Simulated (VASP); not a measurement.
# BN (F-43m) in VASP: further runs, part 2 of 2

VASP 6.6.1. The steps go on from the part before.

**3. Band structure, r2SCAN**

INCAR reads:

```
PREC = Accurate
ENCUT = 520
EDIFF = 1E-6
ISMEAR = -1
SIGMA = 0.05
LREAL = F
LASPH = T
NELM = 100
ALGO = Normal
ISIF = 2
LWAVE = F
LCHARG = F
METAGGA = R2SCAN
LMIXTAU = T
NBANDS = 11
```

KPOINTS reads:

```
Automatic mesh
0
Gamma
  13 13 13
```

POSCAR reads:

```
BN
1.0
    0.0000000000      1.8130010000      1.8130010000
    1.8130010000      0.0000000000      1.8130010000
    1.8130010000      1.8130010000      0.0000000000
N B
1 1
Direct
    0.2500000000      0.2500000000      0.2500000000
    0.0000000000      0.0000000000      0.0000000000
```

KPOINTS_OPT reads:

```
path GXWKGLUWLK,UX
15
line-mode
reciprocal
 0.0000000000  0.0000000000  0.0000000000  G
 0.5000000000  0.0000000000  0.5000000000  X

 0.5000000000  0.0000000000  0.5000000000  X
 0.5000000000  0.2500000000  0.7500000000  W

 0.5000000000  0.2500000000  0.7500000000  W
 0.3750000000  0.3750000000  0.7500000000  K

 0.3750000000  0.3750000000  0.7500000000  K
 0.0000000000  0.0000000000  0.0000000000  G

 0.0000000000  0.0000000000  0.0000000000  G
 0.5000000000  0.5000000000  0.5000000000  L

 0.5000000000  0.5000000000  0.5000000000  L
 0.6250000000  0.2500000000  0.6250000000  U

 0.6250000000  0.2500000000  0.6250000000  U
 0.5000000000  0.2500000000  0.7500000000  W

 0.5000000000  0.2500000000  0.7500000000  W
 0.5000000000  0.5000000000  0.5000000000  L

 0.5000000000  0.5000000000  0.5000000000  L
 0.3750000000  0.3750000000  0.7500000000  K

 0.6250000000  0.2500000000  0.6250000000  U
 0.5000000000  0.0000000000  0.5000000000  X
```

Potentials or basis: VASP PAW PBE potentials, release 64 (N, B).

Run with:

```console
$ cat potpaw_PBE.64/N/POTCAR potpaw_PBE.64/B/POTCAR > POTCAR
$ mpirun -np 1 vasp_std > vasp.out
```

OUTCAR:

```text
PREC = Accurate
   ENCUT = 520
   EDIFF = 1E-6
   ISMEAR = -1
   LREAL = F
   LASPH = T
   NELM = 100
   ISIF = 2
   METAGGA = R2SCAN

 ion  position               nearest neighbor table
   1  0.250  0.250  0.250-   2 1.57   2 1.57   2 1.57   2 1.57
   2  0.000  0.000  0.000-   1 1.57   1 1.57   1 1.57   1 1.57

  LATTYP: Found a face centered cubic cell.
 ALAT       =     3.6260020000

  Lattice vectors:

 A1 = (   0.0000000000,   1.8130010000,   1.8130010000)
[... 521 lines left out ...]

------------------------ aborting loop because EDIFF is reached ----------------------------------------

  FORCE on cell =-STRESS in cart. coord.  units (eV):
  Direction    XX          YY          ZZ          XY          YZ          ZX
  --------------------------------------------------------------------------------------
  -------------------------------------------------------------------------------------
  Total       -0.3047201     -0.3047201     -0.3047201      0.0000000      0.0000000     -0.0000000
  in kB      -40.9626029    -40.9626029    -40.9626029      0.0000000      0.0000000     -0.0000000
  external PRESSURE =     -40.9626029 kB  Pullay stress =       0.0000000 kB

 VOLUME and BASIS-vectors are now :
 -----------------------------------------------------------------------------
  energy-cutoff  :      520.00
  volume of cell :       11.92
      direct lattice vectors                 reciprocal lattice vectors
     0.000000000  1.813001000  1.813001000    -0.275785838  0.275785838  0.275785838
     1.813001000  0.000000000  1.813001000     0.275785838 -0.275785838  0.275785838
     1.813001000  1.813001000  0.000000000     0.275785838  0.275785838 -0.275785838

 POSITION                                       TOTAL-FORCE (eV/Angst)
 -----------------------------------------------------------------------------------
      0.90650      0.90650      0.90650        -0.000000     -0.000000     -0.000000
      0.00000      0.00000      0.00000         0.000000      0.000000      0.000000
 -----------------------------------------------------------------------------------
    total drift:                                0.000000      0.000000      0.000000

  FREE ENERGIE OF THE ION-ELECTRON SYSTEM (eV)
  ---------------------------------------------------
  free  energy   TOTEN  =       -19.1704264038 eV

  energy  without entropy=      -19.1704264038  energy(sigma->0) =      -19.17042640
```

OSZICAR:

```text
N       E                     dE             d eps       ncg     rms          rms(c)
DAV:   1     0.637553790307E+01    0.63755E+01   -0.51780E+03  1928   0.746E+02
DAV:   2    -0.219130711015E+02   -0.28289E+02   -0.27582E+02  2221   0.168E+02
DAV:   3    -0.224057554141E+02   -0.49268E+00   -0.49211E+00  2208   0.190E+01
[... 21 lines left out ...]
DAV:   4    -0.531034116315E+03   -0.45210E-01     2016
DAV:   5    -0.531034149849E+03   -0.33534E-04     2148
DAV:   6    -0.531034149886E+03   -0.36663E-07     1897
       N       E                     dE             ncg
DAV:   1     0.717825121253E+04   -0.29154E+05     1492
DAV:   2     0.544535820095E+04   -0.17329E+04     1729
DAV:   3     0.541598387860E+04   -0.29374E+02     1677
DAV:   4     0.541595430085E+04   -0.29578E-01     1545
DAV:   5     0.541595427832E+04   -0.22530E-04     1635
DAV:   6     0.541595427829E+04   -0.27515E-07     1554
```

stdout:

```text
POSCAR found type information on POSCAR N B
 POSCAR found :  2 types and       2 ions
 scaLAPACK will be used
 -----------------------------------------------------------------------------
|                                                                             |
|                                                                             |
|     You enforced a specific xc type in the INCAR file but a different       |
|     I HOPE YOU KNOW WHAT YOU ARE DOING!                                     |
|                                                                             |
 -----------------------------------------------------------------------------

 LDA part: xc-table for (None), standard interpolation
 POSCAR, INCAR and KPOINTS ok, starting setup
 FFT: planning ... GRIDC
 FFT: planning ... GRID_SOFT
 FFT: planning ... GRID
 WAVECAR not read
 entering main loop
 Start KPOINTS_OPT (optional k-point list driver)
k-point batch [1-84\150]
k-point batch [85-150\150]
```

Wall time 1.8 min (1 thread of Intel Xeon Platinum 8259CL at 2.50GHz (Skylake/Cascade Lake), shared host); peak memory 0.13 GiB.

Results:

```
Free energy             : -19.1704 eV
Pressure                : -4.1 GPa
Band gap on the k mesh  : 5.04 eV, indirect (least direct gap 9.48 eV)
Band gap along the path : 4.96 eV, indirect (least direct gap 9.48 eV)
```

Levels at the corners of the path, in eV from the valence-band top:
```csv
point,band 1,band 2,band 3,band 4,band 5,band 6,band 7,band 8
Γ,-21.19,0.00,0.00,0.00,9.48,9.48,9.48,10.91
X,-15.53,-9.26,-5.05,-5.05,4.96,9.76,19.11,19.11
X,-15.53,-9.26,-5.05,-5.05,4.96,9.76,19.11,19.11
W,-15.24,-7.93,-7.14,-6.62,10.29,14.14,15.40,15.41
W,-15.24,-7.93,-7.14,-6.62,10.29,14.14,15.40,15.41
K,-15.46,-8.46,-7.83,-4.20,7.47,13.59,16.85,17.75
K,-15.46,-8.46,-7.83,-4.20,7.47,13.59,16.85,17.75
Γ,-21.19,0.00,0.00,0.00,9.48,9.48,9.48,10.91
Γ,-21.19,0.00,0.00,0.00,9.48,9.48,9.48,10.91
L,-16.93,-11.00,-2.00,-2.00,10.66,11.42,11.42,16.30
L,-16.93,-11.00,-2.00,-2.00,10.66,11.42,11.42,16.30
U,-15.46,-8.46,-7.83,-4.20,7.47,13.59,16.85,17.75
U,-15.46,-8.46,-7.83,-4.20,7.47,13.59,16.85,17.75
W,-15.24,-7.93,-7.14,-6.62,10.29,14.14,15.40,15.41
W,-15.24,-7.93,-7.14,-6.62,10.29,14.14,15.40,15.41
L,-16.93,-11.00,-2.00,-2.00,10.66,11.42,11.42,16.30
L,-16.93,-11.00,-2.00,-2.00,10.66,11.42,11.42,16.30
K,-15.46,-8.46,-7.83,-4.20,7.47,13.59,16.85,17.75
U,-15.46,-8.46,-7.83,-4.20,7.47,13.59,16.85,17.75
X,-15.53,-9.26,-5.05,-5.05,4.96,9.76,19.11,19.11
```

Caveat: the PAW data sets were made with another functional, which shifts forces and pressure a little.

**4. Band structure, SCAN**

INCAR reads:

```
SYSTEM = BN
PREC = Accurate
ENCUT = 520
EDIFF = 1E-7
ISMEAR = -1
SIGMA = 0.05
LREAL = .FALSE.
LASPH = .TRUE.
NELM = 60
ALGO = Normal
ISIF = 2
LWAVE = .FALSE.
LCHARG = .FALSE.
METAGGA = SCAN
LMIXTAU = .TRUE.
NBANDS = 11
```

KPOINTS reads:

```
regular mesh
0
G
  13 13 13
  0 0 0
```

POSCAR is that of step 3.

KPOINTS_OPT, as its differences from that of step 3:

```diff
@@ -1,3 +1,3 @@
 path GXWKGLUWLK,UX
-15
+10
 line-mode
```

Potentials or basis: VASP PAW PBE potentials, release 64 (N, B).

Run with:

```console
$ cat potpaw_PBE.64/N/POTCAR potpaw_PBE.64/B/POTCAR > POTCAR
$ mpirun -np 1 vasp_std > vasp.out
```

OUTCAR:

```text
SYSTEM = BN
   PREC = Accurate
   ENCUT = 520
   EDIFF = 1E-7
   ISMEAR = -1
   LREAL = .FALSE.
   LASPH = .TRUE.
   NELM = 60
   ISIF = 2
   METAGGA = SCAN

 ion  position               nearest neighbor table
   1  0.250  0.250  0.250-   2 1.57   2 1.57   2 1.57   2 1.57
   2  0.000  0.000  0.000-   1 1.57   1 1.57   1 1.57   1 1.57

  LATTYP: Found a face centered cubic cell.
 ALAT       =     3.6260020000

  Lattice vectors:

[... 522 lines left out ...]

------------------------ aborting loop because EDIFF is reached ----------------------------------------

  FORCE on cell =-STRESS in cart. coord.  units (eV):
  Direction    XX          YY          ZZ          XY          YZ          ZX
  --------------------------------------------------------------------------------------
  -------------------------------------------------------------------------------------
  Total       -0.4554493     -0.4554493     -0.4554493      0.0000000      0.0000000      0.0000000
  in kB      -61.2246743    -61.2246743    -61.2246743      0.0000000      0.0000000      0.0000000
  external PRESSURE =     -61.2246743 kB  Pullay stress =       0.0000000 kB

 VOLUME and BASIS-vectors are now :
 -----------------------------------------------------------------------------
  energy-cutoff  :      520.00
  volume of cell :       11.92
      direct lattice vectors                 reciprocal lattice vectors
     0.000000000  1.813001000  1.813001000    -0.275785838  0.275785838  0.275785838
     1.813001000  0.000000000  1.813001000     0.275785838 -0.275785838  0.275785838
     1.813001000  1.813001000  0.000000000     0.275785838  0.275785838 -0.275785838

 POSITION                                       TOTAL-FORCE (eV/Angst)
 -----------------------------------------------------------------------------------
      0.90650      0.90650      0.90650        -0.000000     -0.000000      0.000000
      0.00000      0.00000      0.00000         0.000000      0.000000     -0.000000
 -----------------------------------------------------------------------------------
    total drift:                               -0.000001     -0.000001     -0.000001

  FREE ENERGIE OF THE ION-ELECTRON SYSTEM (eV)
  ---------------------------------------------------
  free  energy   TOTEN  =       -19.5397477247 eV

  energy  without entropy=      -19.5397477247  energy(sigma->0) =      -19.53974772
```

OSZICAR:

```text
N       E                     dE             d eps       ncg     rms          rms(c)
DAV:   1     0.579427321578E+01    0.57943E+01   -0.51686E+03  1928   0.744E+02
DAV:   2    -0.224915212756E+02   -0.28286E+02   -0.27580E+02  2221   0.168E+02
DAV:   3    -0.229853849991E+02   -0.49386E+00   -0.49329E+00  2211   0.190E+01
[... 23 lines left out ...]
DAV:   4    -0.755897580465E+03   -0.38875E-01     2031
DAV:   5    -0.755897608861E+03   -0.28396E-04     2112
DAV:   6    -0.755897608893E+03   -0.32253E-07     2053
       N       E                     dE             ncg
DAV:   1     0.258327509387E+05   -0.70551E+04      368
DAV:   2     0.254309761260E+05   -0.40177E+03      412
DAV:   3     0.254245325581E+05   -0.64436E+01      400
DAV:   4     0.254245264625E+05   -0.60956E-02      379
DAV:   5     0.254245264573E+05   -0.51830E-05      406
DAV:   6     0.254245264573E+05   -0.79599E-08      376
```

stdout:

```text
POSCAR found type information on POSCAR N B
 POSCAR found :  2 types and       2 ions
 scaLAPACK will be used
 -----------------------------------------------------------------------------
|                                                                             |
|                                                                             |
|     You enforced a specific xc type in the INCAR file but a different       |
|     I HOPE YOU KNOW WHAT YOU ARE DOING!                                     |
|                                                                             |
 -----------------------------------------------------------------------------

 LDA part: xc-table for (None), standard interpolation
 POSCAR, INCAR and KPOINTS ok, starting setup
 FFT: planning ... GRIDC
 FFT: planning ... GRID_SOFT
 FFT: planning ... GRID
 WAVECAR not read
 entering main loop
 Start KPOINTS_OPT (optional k-point list driver)
k-point batch [1-84\100]
k-point batch [85-100\100]
```

Wall time 82 s (1 thread of Intel Xeon Platinum 8259CL at 2.50GHz (Skylake/Cascade Lake), shared host); peak memory 0.14 GiB.

Results:

- Free energy: -19.5397 eV
- Pressure: -6.1 GPa
- Band gap on the k mesh: 5.02 eV, indirect (least direct gap 9.44 eV)
- Band gap along the path: 4.95 eV, indirect (least direct gap 9.44 eV)

Levels at the corners of the path, in eV from the valence-band top:
| point | band 2 | band 3 | band 4 | band 5 | band 6 | band 7 |
| --- | --- | --- | --- | --- | --- | --- |
| Γ | 0.00 | 0.00 | 0.00 | 9.44 | 9.44 | 9.44 |
| X | -9.26 | -5.06 | -5.06 | 4.95 | 9.77 | 19.05 |
| X | -9.26 | -5.06 | -5.06 | 4.95 | 9.77 | 19.05 |
| W | -7.94 | -7.13 | -6.62 | 10.28 | 14.08 | 15.39 |
| W | -7.94 | -7.13 | -6.62 | 10.28 | 14.08 | 15.39 |
| K | -8.47 | -7.83 | -4.20 | 7.46 | 13.59 | 16.80 |
| K | -8.47 | -7.83 | -4.20 | 7.46 | 13.59 | 16.80 |
| Γ | 0.00 | 0.00 | 0.00 | 9.44 | 9.44 | 9.44 |
| Γ | 0.00 | 0.00 | 0.00 | 9.44 | 9.44 | 9.44 |
| L | -11.00 | -2.00 | -2.00 | 10.63 | 11.39 | 11.39 |
| L | -11.00 | -2.00 | -2.00 | 10.63 | 11.39 | 11.39 |
| U | -8.47 | -7.83 | -4.20 | 7.46 | 13.59 | 16.80 |
| U | -8.47 | -7.83 | -4.20 | 7.46 | 13.59 | 16.80 |
| W | -7.94 | -7.13 | -6.62 | 10.28 | 14.08 | 15.39 |
| W | -7.94 | -7.13 | -6.62 | 10.28 | 14.08 | 15.39 |
| L | -11.00 | -2.00 | -2.00 | 10.63 | 11.39 | 11.39 |
| L | -11.00 | -2.00 | -2.00 | 10.63 | 11.39 | 11.39 |
| K | -8.47 | -7.83 | -4.20 | 7.46 | 13.59 | 16.80 |
| U | -8.47 | -7.83 | -4.20 | 7.46 | 13.59 | 16.80 |
| X | -9.26 | -5.06 | -5.06 | 4.95 | 9.77 | 19.05 |

Caveat: the PAW data sets were made with another functional, which shifts forces and pressure a little.

**5. Band structure, rSCAN**

INCAR reads:

```
SYSTEM = BN
  ALGO = Normal
  EDIFF = 1E-6
  ENCUT = 520
  ISIF = 2
  ISMEAR = -1
  LASPH = .True.
  LCHARG = .False.
  LMIXTAU = .True.
  LREAL = .False.
  LWAVE = .False.
  METAGGA = RSCAN
  NBANDS = 11
  NELM = 60
  PREC = Accurate
  SIGMA = 0.05
```

KPOINTS reads:

```
k-points
0
Gamma
  13 13 13
  0 0 0
```

POSCAR is that of step 4.

KPOINTS_OPT, as its differences from that of step 4:

```diff
@@ -1,3 +1,3 @@
 path GXWKGLUWLK,UX
-10
+20
 line-mode
```

Run with:

```console
$ cat potpaw_PBE.64/N/POTCAR potpaw_PBE.64/B/POTCAR > POTCAR
$ mpirun -np 1 vasp_std > vasp.out
```

It took 88 s on 1 thread of Intel Xeon Platinum 8259CL at 2.50GHz (Skylake/Cascade Lake), shared host; peak memory 0.14 GiB.

The run converged. Its results:

* Free energy: -19.9306 eV
* Pressure: -6.8 GPa
* Band gap on the k mesh: 5.07 eV, indirect (least direct gap 9.46 eV)
* Band gap along the path: 5.00 eV, indirect (least direct gap 9.46 eV)

Levels at the corners of the path, in eV from the valence-band top:
| point | band 1 | band 2 | band 3 | band 4 | band 5 | band 6 | band 7 | band 8 | band 9 |
| --- | --- | --- | --- | --- | --- | --- | --- | --- | --- |
| Γ | -21.13 | 0.00 | 0.00 | 0.00 | 9.46 | 9.46 | 9.46 | 10.92 | 25.97 |
| X | -15.49 | -9.24 | -5.04 | -5.04 | 5.00 | 9.77 | 19.06 | 19.06 | 22.01 |
| X | -15.49 | -9.24 | -5.04 | -5.04 | 5.00 | 9.77 | 19.06 | 19.06 | 22.01 |
| W | -15.20 | -7.91 | -7.12 | -6.60 | 10.30 | 14.11 | 15.37 | 15.41 | 20.50 |
| W | -15.20 | -7.91 | -7.12 | -6.60 | 10.30 | 14.11 | 15.37 | 15.41 | 20.50 |
| K | -15.43 | -8.44 | -7.81 | -4.19 | 7.49 | 13.59 | 16.81 | 17.71 | 19.75 |
| K | -15.43 | -8.44 | -7.81 | -4.19 | 7.49 | 13.59 | 16.81 | 17.71 | 19.75 |
| Γ | -21.13 | 0.00 | 0.00 | 0.00 | 9.46 | 9.46 | 9.46 | 10.92 | 25.97 |
| Γ | -21.13 | 0.00 | 0.00 | 0.00 | 9.46 | 9.46 | 9.46 | 10.92 | 25.97 |
| L | -16.89 | -10.97 | -2.00 | -2.00 | 10.66 | 11.40 | 11.40 | 16.30 | 24.74 |
| L | -16.89 | -10.97 | -2.00 | -2.00 | 10.66 | 11.40 | 11.40 | 16.30 | 24.74 |
| U | -15.43 | -8.44 | -7.81 | -4.19 | 7.49 | 13.59 | 16.81 | 17.71 | 19.75 |
| U | -15.43 | -8.44 | -7.81 | -4.19 | 7.49 | 13.59 | 16.81 | 17.71 | 19.75 |
| W | -15.20 | -7.91 | -7.12 | -6.60 | 10.30 | 14.11 | 15.37 | 15.41 | 20.50 |
| W | -15.20 | -7.91 | -7.12 | -6.60 | 10.30 | 14.11 | 15.37 | 15.41 | 20.50 |
| L | -16.89 | -10.97 | -2.00 | -2.00 | 10.66 | 11.40 | 11.40 | 16.30 | 24.74 |
| L | -16.89 | -10.97 | -2.00 | -2.00 | 10.66 | 11.40 | 11.40 | 16.30 | 24.74 |
| K | -15.43 | -8.44 | -7.81 | -4.19 | 7.49 | 13.59 | 16.81 | 17.71 | 19.75 |
| U | -15.43 | -8.44 | -7.81 | -4.19 | 7.49 | 13.59 | 16.81 | 17.71 | 19.75 |
| X | -15.49 | -9.24 | -5.04 | -5.04 | 5.00 | 9.77 | 19.06 | 19.06 | 22.01 |

Caveat: the PAW data sets were made with another functional, which shifts forces and pressure a little.

**6. For comparison**

An earlier run on the cell as given: functional PBEsol; potentials or basis VASP PAW PBE potentials, release 64 (N, B); cutoff 520 eV; k mesh 13 × 13 × 13; occupations fermi-dirac, width 0.05 eV; no spin polarisation.

- Pressure: -5.7 GPa
- Band gap on the k mesh: 4.34 eV, indirect (least direct gap 8.72 eV)

**7. Summary**

```tsv
task	level	ladder	gap on the mesh (eV)	pressure (GPa)
band structure	AM05	-	4.36	-
band structure	r2SCAN	-	5.04	-4.1
band structure	SCAN	-	5.02	-6.1
band structure	rSCAN	-	5.07	-6.8
single point	PBEsol	free	4.34	-5.7
```

Alike in all rows: potentials or basis VASP PAW PBE potentials, release 64 (N, B); no spin polarisation; cell as given; k mesh 13 × 13 × 13; cutoff (eV) 520; smearing fermi-dirac 0.05 eV.

On the cell as given the gap runs from 4.28 eV (AM05) to 5.00 eV (rSCAN). The pressure there spans -6.8 GPa (rSCAN) to -4.1 GPa (r2SCAN); a positive pressure means that this level wants a larger cell, a negative one a smaller.

Caveats: the PAW data sets were made with another functional, which shifts forces and pressure a little; an odd mesh through Γ misses points on the zone boundary, where band edges often lie (some runs).

Total energies depend on the potentials used, so only differences within one code and one set of settings carry meaning.

**8. How close it comes**

Step 2. Measured gap of BN: 6.4 eV (indirect; 300 K; a printed reference work, monograph). This calculation gives 4.28 eV (-2.12 eV). The value is that of AM05, without temperature or zero-point motion. Semilocal functionals fall short of measured gaps as a rule. The cell is a database's relaxed one, not the measured one, which moves gaps too.

Step 3. Against the measured gap of BN, 6.4 eV (indirect; 300 K; a printed reference work, monograph), the calculated 4.96 eV is off by -1.44 eV. The value is that of r2SCAN, without temperature or zero-point motion. The cell is a database's relaxed one, not the measured one, which moves gaps too.

Step 4. A measured gap of BN is 6.4 eV (indirect; 300 K; a printed reference work, monograph); the calculated 4.95 eV misses it by -1.45 eV. The value is that of SCAN, without temperature or zero-point motion. The cell is a database's relaxed one, not the measured one, which moves gaps too.

Step 5. A measured gap of BN is 6.4 eV (indirect; 300 K; a printed reference work, monograph); the calculated 5.00 eV misses it by -1.40 eV. The value is that of rSCAN, without temperature or zero-point motion. The cell is a database's relaxed one, not the measured one, which moves gaps too.
